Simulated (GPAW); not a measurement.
# Au (Fm-3m) in GPAW: a series of runs

Aim: see how the results for Au move with the level of theory and the settings. Levels: PBE, LDA, rSCAN, RPBE+D3. Tasks: band structure, equation of state.

Program: GPAW 26.7.0. These are calculated values, not measurements. Logs are shortened: lines on timing, memory, paths and dates and some standing lists are left out, and cuts for length are marked. The log counts tension as positive stress, the text compression.

**The experiment to reproduce.**

From “Exploring toroidal anvil profiles for larger sample volumes above 4 Mbar”, 2024, pmc:11102561, for a bulk crystal of Au: bulk modulus 167 GPa.

How close the calculation comes is told below.

### Step 1. The structure

It takes space group Fm-3m (No. 225, cubic). The conventional cell has a = 4.070 Å, b = 4.070 Å, c = 4.070 Å, α = 90.00°, β = 90.00°, γ = 90.00°. Au (site symmetry m-3m) is surrounded by 12 Au at 2.88 Å.

### Step 2. Band structure, PBE

The input, run.py:

```python
from ase.dft.bandgap import bandgap
from ase.io import read, write
from gpaw import GPAW

atoms = read('Au.cif')

calc = GPAW(mode='lcao',
            h=0.2,
            basis='dz(dzp)',
            xc='PBE',
            kpts={'size': (11, 11, 11), 'gamma': True},
            occupations={'name': 'fermi-dirac', 'width': 0.05},
            convergence={'density': 1e-05, 'energy': 1e-05},
            maxiter=150,
            txt='gpaw.txt')
atoms.calc = calc
energy = atoms.get_potential_energy()
forces = atoms.get_forces()
calc.write('gs.gpw')
write('result.traj', atoms)
print(f'Energy: {energy:.6f} eV')
print('Forces (eV/A):')
print(forces.round(4))
print('Fermi level:', round(calc.get_fermi_level(), 4), 'eV')
print(f'Gap: {bandgap(calc)[0]:.4f} eV, direct: {bandgap(calc, direct=True)[0]:.4f} eV')

path = atoms.cell.bandpath('GXWKGLUWLK,UX', npoints=100, eps=1e-4)
bs_calc = calc.fixed_density(kpts=path, symmetry='off', txt='bands.txt')
bs = bs_calc.band_structure()
bs.write('bs.json')
print(f'Gap on the path: {bandgap(bs_calc)[0]:.4f} eV')
```

The input, Au.cif:

```cif
data_Au
_cell_length_a 2.87792460
_cell_length_b 2.87792460
_cell_length_c 2.87792460
_cell_angle_alpha 60.00000000
_cell_angle_beta 60.00000000
_cell_angle_gamma 60.00000000
_space_group_name_H-M_alt 'P1'
_space_group_name_Hall 'P 1'
_space_group_IT_number 1
loop_
_space_group_symop_operation_xyz
'x,y,z'
loop_
_atom_site_label
_atom_site_type_symbol
_atom_site_symmetry_multiplicity
_atom_site_Wyckoff_symbol
_atom_site_fract_x
_atom_site_fract_y
_atom_site_fract_z
_atom_site_occupancy
Au1 Au 1 a 0.0000000000 0.0000000000 0.0000000000 1
```

Potentials or basis: GPAW PAW data sets (gpaw-data 1.2.1), lcao:dz(dzp).

Started as:

```console
> OMP_NUM_THREADS=1 python run.py
```

gpaw.txt:

```text
__  _  _
 | _ |_)|_||  |
 |__||  | ||/\| - 26.7.0

Input parameters:
  mode=LCAO(),
  basis={'default': 'dz(dzp)'},
  convergence={'density': 1e-05, 'energy': 1e-05},
  h=0.2,
  kpts=MonkhorstPack(size=(11, 11, 11), gamma=True),
  maxiter=150,
  occupations=Occupations(name='fermi-dirac', width=0.05),
  xc=XC(name='PBE')

       Au

Atoms  # Å, Bohr magnetons
|   | symbol |        x |        y |        z |    initial magnetic moments |
|---|--------|----------|----------|----------|-----------------------------|
| 0 |     Au | 0.000000 | 0.000000 | 0.000000 | ( 0.0000,  0.0000,  0.0000) |

Unit cell  # Å
| periodic |        x |        y |        z |  lengths |    angles |
|----------|----------|----------|----------|----------|-----------|
|      yes | 2.877925 | 0.000000 | 0.000000 | 2.877925 | 60.000000 |
|      yes | 1.438962 | 2.492356 | 0.000000 | 2.877925 | 60.000000 |
|      yes | 1.438962 | 0.830785 | 2.349816 | 2.877925 | 60.000000 |

Number of symmetries: 48
[... 51 lines left out ...]

BZ-sampling:
  Number of BZ points: 1331
  Number of IBZ points: 56

  Monkhorst-Pack size: [11, 11, 11]
  Monkhorst-Pack shift: [0, 0, 0]

K-points  # in reciprocal-cell coordinates
|     |                                coordinates |     weight |
|-----|--------------------------------------------|------------|
|   0 | (  0.00000000,   0.00000000,   0.00000000) | 0.00075131 |
|   1 | (  0.09090909,   0.09090909,   0.00000000) | 0.00450789 |
|   2 | (  0.09090909,   0.09090909,   0.09090909) | 0.00601052 |
|   3 | (  0.18181818,   0.09090909,   0.09090909) | 0.00901578 |
|   4 | (  0.18181818,   0.18181818,   0.00000000) | 0.00450789 |
|   5 | (  0.18181818,   0.18181818,   0.09090909) | 0.01803156 |
|   6 | (  0.18181818,   0.18181818,   0.18181818) | 0.00601052 |
|   7 | (  0.27272727,   0.18181818,   0.09090909) | 0.01803156 |
|   8 | (  0.27272727,   0.18181818,   0.18181818) | 0.01803156 |
|   9 | (  0.27272727,   0.27272727,   0.00000000) | 0.00450789 |
| ... |                                            |            |
|  55 | (  0.45454545,   0.45454545,   0.45454545) | 0.00601052 |

basis functions: 12
Spin-components: 1 (collinear spins)
Bands:           9
Projectors:      6
Spin-degeneracy: 2
Datatype:        <class 'complex'>

Parallelization:
  kpt:    1
  domain: 1
  band:   1

Density:
  Valence electrons: 11.0
  Components: 1
  Grid points: [12 12 12]
  Charge: 0.0  # |e|

Potential:
  Grid points: [12 12 12]

species:
  Au:
    name:    Gold
    Z:       79.0
    valence: 11
    core:    68
    charge:  0.0  # [|e|]
    compensation charges:
      type: gauss
      rc: 0.42  # [Å]
      lmax: 2
    cutoffs:
      filter: 2.33  # [Å]
      core: 2.81  # [Å]
    projectors
    | kind |    occ | energy [eV] | rcut [Å] |
    |------|--------|-------------|----------|
    |   6s |  1.000 |      -5.728 |    1.323 |
    |   6p |  0.000 |      -0.775 |    1.323 |
    |   5d | 10.000 |      -6.891 |    1.323 |
    |    s |        |      21.484 |    1.323 |
    |    p |        |      26.436 |    1.323 |
    |    d |        |      20.321 |    1.323 |

    LCAO basis set for Au:
      Name: dz(dzp)
      File: <dir>
      Number of radial functions: 4
      Number of spherical harmonics: 12
        l=0, rc=8.5938 Bohr: 6s-sz confined orbital
        l=2, rc=5.9219 Bohr: 5d-sz confined orbital
        l=0, rc=4.9844 Bohr: 6s-dz split-valence wave
        l=2, rc=3.5156 Bohr: 5d-dz split-valence wave
      Number of RI-basis functions 0

Reference energy: -516598.271109  # eV

eigensolver:
  <gpaw.new.lcao.eigensolver.LCAOEigensolver object>
density mixing:
  MSR1-Mixer
  Pratt-step length: 0.05
  Maximum mixing coefficient: 0.75
  Old densities: 10
  SVD Regularization: 0.005
  Good broyden scale: 1.0
  Trust region scale: 1.0
  Backstep threshold: 4.0
  History deletion threshold: 6.0
  Fourier metric: weight=20.0, sigma=0.015

occupation numbers:
  Fermi-Dirac:
    width: 0.0500  # eV

FastPoissonSolver using
    Stencil: 12*3+1=37 point O(h^6) finite-difference Laplacian
    FFT axes: [np.int64(0), np.int64(1), np.int64(2)]
    FST axes: []

xc functional:
  name: PBE with 2 nearest neighbor stencil
interpolation: tri-quintic # 5. degree polynomial

       Au

Atoms  # Å, Bohr magnetons
|   | symbol |        x |        y |        z |    initial magnetic moments |
|---|--------|----------|----------|----------|-----------------------------|
| 0 |     Au | 0.000000 | 0.000000 | 0.000000 | ( 0.0000,  0.0000,  0.0000) |

Unit cell  # Å
| periodic |        x |        y |        z |  lengths |    angles |
|----------|----------|----------|----------|----------|-----------|
|      yes | 2.877925 | 0.000000 | 0.000000 | 2.877925 | 60.000000 |
|      yes | 1.438962 | 2.492356 | 0.000000 | 2.877925 | 60.000000 |
|      yes | 1.438962 | 0.830785 | 2.349816 | 2.877925 | 60.000000 |

Number of symmetries: 48
[... 51 lines left out ...]

BZ-sampling:
  Number of BZ points: 1331
  Number of IBZ points: 56

  Monkhorst-Pack size: [11, 11, 11]
  Monkhorst-Pack shift: [0, 0, 0]

K-points  # in reciprocal-cell coordinates
|     |                                coordinates |     weight |
|-----|--------------------------------------------|------------|
|   0 | (  0.00000000,   0.00000000,   0.00000000) | 0.00075131 |
|   1 | (  0.09090909,   0.09090909,   0.00000000) | 0.00450789 |
|   2 | (  0.09090909,   0.09090909,   0.09090909) | 0.00601052 |
|   3 | (  0.18181818,   0.09090909,   0.09090909) | 0.00901578 |
|   4 | (  0.18181818,   0.18181818,   0.00000000) | 0.00450789 |
|   5 | (  0.18181818,   0.18181818,   0.09090909) | 0.01803156 |
|   6 | (  0.18181818,   0.18181818,   0.18181818) | 0.00601052 |
|   7 | (  0.27272727,   0.18181818,   0.09090909) | 0.01803156 |
|   8 | (  0.27272727,   0.18181818,   0.18181818) | 0.01803156 |
|   9 | (  0.27272727,   0.27272727,   0.00000000) | 0.00450789 |
| ... |                                            |            |
|  55 | (  0.45454545,   0.45454545,   0.45454545) | 0.00601052 |

basis functions: 12
Spin-components: 1 (collinear spins)
Bands:           9
Projectors:      6
Spin-degeneracy: 2
Datatype:        <class 'complex'>

Parallelization:
  kpt:    1
  domain: 1
  band:   1

Density:
  Valence electrons: 11.0
  Components: 1
  Grid points: [12 12 12]
  Charge: 0.0  # |e|

Potential:
  Grid points: [12 12 12]

species:
  Au:
    name:    Gold
    Z:       79.0
    valence: 11
    core:    68
    charge:  0.0  # [|e|]
    compensation charges:
      type: gauss
      rc: 0.42  # [Å]
      lmax: 2
    cutoffs:
      filter: 2.33  # [Å]
      core: 2.81  # [Å]
    projectors
    | kind |    occ | energy [eV] | rcut [Å] |
    |------|--------|-------------|----------|
    |   6s |  1.000 |      -5.728 |    1.323 |
    |   6p |  0.000 |      -0.775 |    1.323 |
    |   5d | 10.000 |      -6.891 |    1.323 |
    |    s |        |      21.484 |    1.323 |
    |    p |        |      26.436 |    1.323 |
    |    d |        |      20.321 |    1.323 |

    LCAO basis set for Au:
      Name: dz(dzp)
      File: <dir>
      Number of radial functions: 4
      Number of spherical harmonics: 12
        l=0, rc=8.5938 Bohr: 6s-sz confined orbital
        l=2, rc=5.9219 Bohr: 5d-sz confined orbital
        l=0, rc=4.9844 Bohr: 6s-dz split-valence wave
        l=2, rc=3.5156 Bohr: 5d-dz split-valence wave
      Number of RI-basis functions 0

Reference energy: -516598.271109  # eV

eigensolver:
  <gpaw.new.lcao.eigensolver.LCAOEigensolver object>
density mixing:
  MSR1-Mixer
  Pratt-step length: 0.05
  Maximum mixing coefficient: 0.75
  Old densities: 10
  SVD Regularization: 0.005
  Good broyden scale: 1.0
  Trust region scale: 1.0
  Backstep threshold: 4.0
  History deletion threshold: 6.0
  Fourier metric: weight=20.0, sigma=0.015

occupation numbers:
  Fermi-Dirac:
    width: 0.0500  # eV

FastPoissonSolver using
    Stencil: 12*3+1=37 point O(h^6) finite-difference Laplacian
    FFT axes: [np.int64(0), np.int64(1), np.int64(2)]
    FST axes: []

xc functional:
  name: PBE with 2 nearest neighbor stencil
interpolation: tri-quintic # 5. degree polynomial

convergence criteria:
- Maximum integral of absolute [dens]ity change: 1e-05 electrons / valence electron
- Maximum [total energy] change in last 3 cyles: 1e-05 eV / valence electron
- Maximum integral of absolute [eigenst]ate change: 4e-08 eV^2 / valence electron
maximum number of iterations: 150

SCF iterations
|iter     | |      energy | eigst |  dens |
|---------|-|-------------|-------|-------|
|iter:   1| |   -2.911593 |      c|       |
|iter:   2| |   -2.849518 |      c| -1.09 |
|iter:   3| |   -2.563957 |      c| -1.14 |
|iter:   4| |   -2.560625 |      c| -2.08 |
|iter:   5| |   -2.559884 |      c| -2.50 |
|iter:   6| |   -2.559883 |      c| -4.18 |
|iter:   7| |   -2.559883c|      c| -4.70 |
|iter:   8| |   -2.559883c|      c| -5.94c|

Converged in 8 steps
Energy contributions relative to reference atoms: (reference = -516598.271109)

Energy contributions:
  Kinetic:          -4.296357
  Coulomb:           4.242916
  Zero:              0.123046
  External:          0.000000
  Xc:               -2.629324
  Entropy:          -0.000327
  Spinorbit:         0.000000
  ----------------------------
  Free energy:      -2.560047
  Extrapolated:     -2.559883

dipole moment: (-19.726827, -11.389289, -8.053443)  # |e|*Ang

Fermi level: 10.603
Eigenvalues  # (at kpt = [0.000, 0.000, 0.000])
| band index |      eig [eV] | occ [0-2] |
|------------|---------------|-----------|
|          0 |         0.227 |     2.000 |
|          1 |         5.520 |     2.000 |
|          2 |         5.520 |     2.000 |
|          3 |         5.520 |     2.000 |
|          4 |         7.066 |     2.000 |
|          5 |         7.066 |     2.000 |
|          6 |        38.468 |     0.000 |
|          7 |        38.925 |     0.000 |
|          8 |        38.928 |     0.000 |

No gap
No difference between direct/indirect transitions

Forces  # eV/Ang
|       x |        y |        z |
|---------|----------|----------|
| 0.00000 | -0.00000 | -0.00000 |  # Au   0

# Writing to gs.gpw (mode='')
```

Run time: 15 s. Hardware: 1 thread of AMD EPYC 7B13 (Zen 3), shared host; peak memory 0.14 GiB.

The run converged, but some of its settings lie outside the range that counts as converged, so its numbers aren't taken as properties of the crystal.

What came out:

```
Free energy             : -2.5600 eV
Band gap along the path : none (metal or under the smearing width)
```

Caveat: the real-space grid adds noise to forces; spin-orbit coupling is left out, which moves the levels of the heavy elements; the basis of atomic orbitals isn't converged, which shifts pressures, moduli and gaps.

[end of part 1 of 3]
